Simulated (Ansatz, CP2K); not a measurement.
**Ca and the effect of the dispersion correction**

The cell as given:

It takes space group Fm-3m (No. 225, cubic). Conventional cell: a = 5.588 Å, b = 5.588 Å, c = 5.588 Å, α = 90.00°, β = 90.00°, γ = 90.00°. Around Ca (site symmetry m-3m) lie 12 Ca at 3.95 Å.

Kept alike: task relaxation of cell and atoms; functional PBE; k mesh 8 × 8 × 8; occupations fermi-dirac, width 0.05 eV; no spin polarisation. Program: Ansatz, all-electron LAPW, scalar-relativistic. The mesh is that of the run's cell of 1 atom. No spin-orbit coupling.

```csv
dispersion correction,volume (Å³/atom)
D3(BJ),40.117
D4,41.843
none,42.134
```

The relaxations keep at least the cell's symmetry (Fm-3m). For a metal such a mesh leaves the last digits unconverged. Relaxations stop with a little pressure left, so the last digits of a volume or edge aren't settled.

The volume runs from 40.117 (D3(BJ)) to 42.134 Å³/atom (none). Against no correction: D3(BJ) -4.8 %; D4 -0.7 %. Dispersion terms mostly attract and so lower the volume; the schemes' coefficients and damping set how far. A twin series (CP2K, POTENTIAL_UZH Ca GTH-PBE-q10; TZVP-MOLOPT-PBE-GTH basis) moves it by +1.9857 between D3(BJ) and none, against +2.0168 Å³/atom here.
